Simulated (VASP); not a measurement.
# BN (P6_3mc) under biaxial strain in the (0001) plane

How do the elastic response and the band edges of BN follow biaxial strain in the (0001) plane?

Method: PBEsol; plane waves and PAW (B, N); cell typed or built by script, in the first sound run; inputs show where later runs differ, in VASP 6.6.1.

This is a report of a sequence of runs, with most program output left out.

### 1. The structure

The structure is hexagonal, space group P6_3mc (No. 186). The conventional cell has a = 2.550 Å, b = 2.550 Å, c = 4.220 Å, α = 90.00°, β = 90.00°, γ = 120.00°. B has 4 N at 1.56 to 1.59 Å nearest. Nearest to N lie 4 B at 1.56 to 1.59 Å. Farther neighbours and most contacts between anions are not listed.

As a file:

```cif
data_structure
_symmetry_space_group_name_H-M 'P6_3mc'
_symmetry_Int_Tables_number 186
_cell_length_a 2.5500
_cell_length_b 2.5500
_cell_length_c 4.2200
_cell_angle_alpha 90.000
_cell_angle_beta 90.000
_cell_angle_gamma 120.000
_cell_volume 23.76
loop_
_atom_site_label
_atom_site_type_symbol
_atom_site_symmetry_multiplicity
_atom_site_Wyckoff_symbol
_atom_site_fract_x
_atom_site_fract_y
_atom_site_fract_z
_atom_site_occupancy
B1 B 2 b 0.33333 0.66667 0.00000 1
N1 N 2 b 0.33333 0.66667 0.37700 1
```

### 2. Relax the crystal, PBEsol

The series starts from the cell that this level prefers, so that zero strain is near zero stress.

This step took 2 runs in a row; the last is shown.

Level: PBEsol; plane waves and PAW (B, N); cell typed or built by script.

Input file INCAR:

```
SYSTEM = BN
PREC = Accurate
ENCUT = 600
EDIFF = 1E-07
NELM = 120
ISMEAR = 0
SIGMA = 0.02
LREAL = .FALSE.
ALGO = Normal
GGA = PS
NBANDS = 14
LASPH = .TRUE.
LORBIT = 11
LWAVE = .FALSE.
LCHARG = .FALSE.
KPAR = 16
IBRION = 2
NSW = 40
ISIF = 3
EDIFFG = -0.005
POTIM = 0.4
```

Input file POSCAR:

```
BN
1.0
    2.5415830991      0.0000000000      0.0000000000
   -1.2707915495      2.2010755300      0.0000000000
    0.0000000000      0.0000000000      4.2038538331
B N
2 2
Direct
    0.3333333333      0.6666666667      0.0013003609
    0.6666666667      0.3333333333      0.5013003609
    0.3333333333      0.6666666667      0.3756996391
    0.6666666667      0.3333333333      0.8756996391
```

Input file KPOINTS:

```
Automatic mesh
0
Gamma
13 13 7
0 0 0
```

The projector-augmented-wave data sets are B and N (PBE family, release 64).

Command:

```console
> mpirun -np 16 vasp_std
```

Elapsed: 4 s, on 16 MPI ranks of Intel Xeon Platinum 8488C (Sapphire Rapids), shared host; peak memory 2.5 GiB; 38 s of CPU time.

Numbers from this step:

* energy(sigma→0) of the program: -36.6335 eV
* stress, compression positive: xx, yy, zz 0.07, 0.07, 0.12 GPa
* volume: 23.517 Å³
* ionic steps: 1

### 3. Strain along the normal, PBEsol

One member in full: the plane is strained by 1.5 %, and the strain along the normal is moved by secant steps until the normal stress is under 0.012 GPa or five steps are spent; the atoms relax at each step.

This step took 3 runs, each at a new trial strain with the atoms of the one before; the last is shown.

Level: PBEsol; plane waves and PAW (B, N); cell typed or built by script.

Edit INCAR of step 2 so:

```diff
@@ -15,7 +15,7 @@
 LCHARG = .FALSE.
-KPAR = 16
-IBRION = 2
-NSW = 40
-ISIF = 3
-EDIFFG = -0.005
-POTIM = 0.4
+KPAR = 4
+IBRION = 1
+NSW = 25
+ISIF = 2
+EDIFFG = -0.004
+POTIM = 0.3
```

Input file POSCAR:

```
BN
1.0
    2.5797068460      0.0000000000      0.0000000000
   -1.2898534230      2.2340916630      0.0000000000
    0.0000000000      0.0000000000      4.1969403580
B N
2 2
Direct
    0.3333333333      0.6666666667      0.0010705363
    0.6666666667      0.3333333333      0.5010705363
    0.3333333333      0.6666666667      0.3759294637
    0.6666666667      0.3333333333      0.8759294637
```

KPOINTS is that of step 2.

Command:

```console
> mpirun -np 4 vasp_std
```

The job ended after 7.2 s (4 MPI ranks; peak memory 0.62 GiB).

Read from the output:

| Quantity | Value |
| --- | --- |
| energy(sigma→0) of the program | -36.6013 eV |
| stress, compression positive | xx, yy, zz -15.14, -15.14, -0.01 GPa |
| ionic steps | 1 |

### 4. Band edges, TB-mBJ with spin-orbit coupling

Short lines in KPOINTS_OPT sample the zone centre along and across the normal of the plane, for masses, and the other valleys.

Level: TB-mBJ, spin-orbit coupling; plane waves and PAW (B, N); cell typed or built by script.

TB-mBJ has no energy functional, so the total energy, stress and pressure in this output mean nothing.

Input file INCAR:

```
SYSTEM = BN
PREC = Accurate
ENCUT = 600
EDIFF = 1E-06
NELM = 150
ISMEAR = 0
SIGMA = 0.02
LREAL = .FALSE.
ALGO = Normal
METAGGA = MBJ
LASPH = .TRUE.
LNONCOLLINEAR = .TRUE.
MAGMOM = 0 0 0 0 0 0 0 0 0 0 0 0
NBANDS = 26
GGA_COMPAT = .FALSE.
LSORBIT = .TRUE.
LWAVE = .FALSE.
LCHARG = .FALSE.
KPAR = 4
```

POSCAR is that of step 3.

Input file KPOINTS:

```
Automatic mesh
0
Gamma
11 11 6
0 0 0
```

Input file KPOINTS_OPT:

```
Line mode
6
Line-mode
Reciprocal
  0.00000000   0.00000000   0.00000000
  0.00000000   0.00000000   0.03339819

  0.00000000   0.00000000   0.00000000
 -0.02052865   0.01026433   0.00000000

  0.50000000   0.00000000   0.00000000
  0.50000000   0.00000000   0.50000000

  0.33333333   0.33333333   0.00000000
  0.33333333   0.33333333   0.50000000
```

Command:

```console
> mpirun -np 4 vasp_ncl
```

Run time: 2.6 min. Hardware: 4 MPI ranks; peak memory 1.5 GiB; 8.8 min of CPU time.

### 5. Band edges, r2SCAN

Level: r2SCAN; plane waves and PAW (B, N); cell typed or built by script.

Input file INCAR:

```
SYSTEM = BN
PREC = Accurate
ENCUT = 600
EDIFF = 1E-06
NELM = 100
ISMEAR = 0
SIGMA = 0.02
LREAL = .FALSE.
ALGO = Normal
METAGGA = R2SCAN
LASPH = .TRUE.
NBANDS = 13
LWAVE = .FALSE.
LCHARG = .FALSE.
KPAR = 4
```

POSCAR is that of step 4.

KPOINTS is that of step 4.

KPOINTS_OPT is that of step 4.

Command:

```console
> mpirun -np 4 vasp_std
```

Run time: 17 s. Hardware: 4 MPI ranks; peak memory 0.67 GiB.

Read from the output:

```
energy(sigma→0) of the program : -38.2462 eV
stress, compression positive   : xx, yy, zz -13.41, -13.41, 2.20 GPa
```

The run ends at a pressure of -8.21 GPa, with forces up to 0.018 eV/Å.

### 6. The table

The other members went through these steps as far as the tables show, with the same cutoff and, step by step, the same mesh; 42 runs are not shown. The session took 2.1 core hours (wall time by ranks) on a shared machine.

```tsv
in-plane strain (%)	strain along the normal (%)	in-plane stress, tension positive (GPa)	energy above the unstrained row (meV/atom)	gap on the mesh, PBEsol (eV)
-2.000	0.253	-23.889	17.604	4.854
-1.500	0.192	-17.535	9.937	4.914
-1.000	0.131	-11.448	4.495	4.967
-0.500	0.071	-5.629	1.206	5.017
0	0.012	-0.069	0.000	5.067
0.500	-0.048	5.241	0.781	5.111
1.000	-0.107	10.313	3.492	5.146
1.500	-0.164	15.143	8.059	5.185
2.000	-0.223	19.748	14.389	5.219
```

Slopes at zero strain, from cubics through all rows: strain ratio -0.119, stress over strain 1087 GPa. For (0001) the ratio is −2C₁₃/C₃₃.

Band edges at TB-mBJ with spin-orbit coupling, counted from the valence-band top at Γ, spin-orbit pairs averaged, with one row partly withheld:

```tsv
in-plane strain (%)	gap (eV)	conduction band at Γ (eV)	lowest conduction level on M–L (eV)	second valence level below the top (eV)	third valence level below the top (eV)
-2.000	6.472	9.565	7.665	0.013	0.449
-1.500	6.532	9.705	7.686	0.013	0.394
-1.000	6.585	9.841	7.701	0.013	0.349
-0.500	6.635	?	7.712	0.013	0.308
0	6.684	9.858	7.720	0.013	0.270
0.500	6.727	9.773	7.723	0.013	0.238
1.000	6.761	9.687	7.720	0.013	0.218
1.500	6.798	9.602	7.681	0.013	0.195
2.000	6.830	9.517	7.597	0.013	0.179
```

Band edges at r2SCAN, counted from the valence-band top at Γ:

```tsv
in-plane strain (%)	gap (eV)	conduction band at Γ (eV)	lowest conduction level on M–L (eV)	second valence level below the top (eV)	third valence level below the top (eV)
-2.000	5.488	8.782	6.995	0.000	0.469
-1.500	5.550	8.923	7.011	0.000	0.413
-1.000	5.604	9.061	7.023	0.000	0.365
-0.500	5.655	9.170	7.031	0.000	0.321
0	5.705	9.084	7.035	0.000	0.281
0.500	5.750	8.998	7.035	0.000	0.248
1.000	5.787	8.910	7.029	0.000	0.224
1.500	5.826	8.825	7.022	0.000	0.199
2.000	5.860	8.738	6.942	0.000	0.181
```

### 7. Working out the slope

The quantity to fit is the conduction level at Γ above the mean of the three top valence levels at TB-mBJ with spin-orbit coupling: 9.719, 9.841, 9.962, 9.952, 9.857, 9.763, 9.671, 9.581 eV in the rows shown.

A least-squares parabola through the 8 rows shown, with e the strain in %: E = − 0.07058 e² − 0.05114 e + 9.927 (eV), r.m.s. residual 0.033 eV.

For the withheld row, e = -0.5, the fit gives 9.9346 eV.

### 8. The withheld row

The calculation gives 10.0479 eV, so the prediction is 0.1133 eV too low, more than twice the residual of the fit.

The rows do not lie on one parabola (a picked bound of 1 % of their span for the r.m.s. residual). Levels that cross, a degenerate level that splits or an edge that moves to another point can do that; which it is was not traced. So the linear term is no slope at zero strain, and none is listed.

### 9. Results

| Item | Value |
| --- | --- |
| ratio of normal to in-plane strain | -0.119 |
| biaxial modulus | 1087 GPa |
| gap of the unstrained cell, TB-mBJ with spin-orbit coupling | 6.68 eV |
| gap of the unstrained cell, r2SCAN | 5.71 eV |
| error of the predicted row | -113.3 meV |

What this shows: As a check, the curvature of the energy gives 1090 GPa for the same modulus (energy per volume = M × strain²), 0 % from the slope of the stress. The energy also has a linear term worth 0.54 GPa that the stress column lacks, a mark of the finite basis. At TB-mBJ with spin-orbit coupling the edge that sets the gap lies at a point without a column here, up to 1.19 eV below the lowest level listed; the gap runs between 6.47 and 6.83 eV. At r2SCAN the edge that sets the gap lies at a point without a column here, up to 1.51 eV below the lowest level listed; the gap runs between 5.49 and 5.86 eV. Hole masses are left out throughout, since the top bands are degenerate or cross in many series; of conduction masses, those of the Γ, L and (for Si and Ge under (001) strain) Δ valleys are kept where they change by under an eighth between rows. TB-mBJ is a potential fitted for gaps; it has no energy functional, so its total energies and forces mean nothing, and its bands tend to come out too narrow. r2SCAN opens gaps somewhat over GGA but leaves them below measured values as a rule. Spin-orbit coupling is left out at r2SCAN, so the valence splittings there lack it. Temperature, zero-point motion and excitons are left out.

[Lines on the potential files, build, host, timing and source positions are cut from VASP's logs without a mark.]

[Logs are printed without paths, hosts, clocks, repeated set-up lines and the standing remarks that a program may print on its own settings, such as how far it seeks lower states.]

[Hosts, paths, dates, database ids (printed as entryN), source tags and the programs' standing remarks are cut or masked in the printed files.]

[In band tables of VASP the shares of atoms and orbitals are scaled to a sum of 1 inside the atoms' spheres.]
